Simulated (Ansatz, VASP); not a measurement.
# Two plane-wave programs on BAs5

```xyz
6
Lattice="0.0000 4.8362 4.8362 4.8362 0.0000 4.8362 4.8362 4.8362 0.0000" Properties=species:S:1:pos:R:3 pbc="T T T"
B     0.0000    0.0000    0.0000
As    2.4181    2.4181    2.4181
As    5.7544    3.9180    5.7544
As    3.9180    3.9180    3.9180
As    3.9180    5.7544    5.7544
As    5.7544    5.7544    3.9180
```

Alike in both runs: functional PBE; k mesh 8 × 8 × 8; occupations gaussian, width 0.1 eV; no spin polarisation.

Ansatz relaxed the structure, and its values are those at the end. VASP's run is a single point on that final structure, the one shown.

|  | VASP | Ansatz |
| --- | --- | --- |
| version | VASP 6.6.1 | Ansatz 0.2.0 |
| potentials or method | VASP PAW PBE potentials, release 64 (B, As) | scalar-relativistic, plane waves, PAW |
| plane-wave cutoff (eV) | 520 | 420 |
| valence electrons in the cell | 28 | 78 |

```csv
,VASP,Ansatz,Ansatz less VASP
gap on the k mesh at the Fermi level (eV),none,none,-
pressure (GPa),0.1,0.0,-0.09
rms of the force components (eV/Å),0.020,0.006,-0.0143
```

A gap of «none» marks a metal or a gap that the smearing closes. With one functional, cell and mesh, what is left measures potentials, basis and numerics. The two sets of potentials don't hold the same shells in valence.
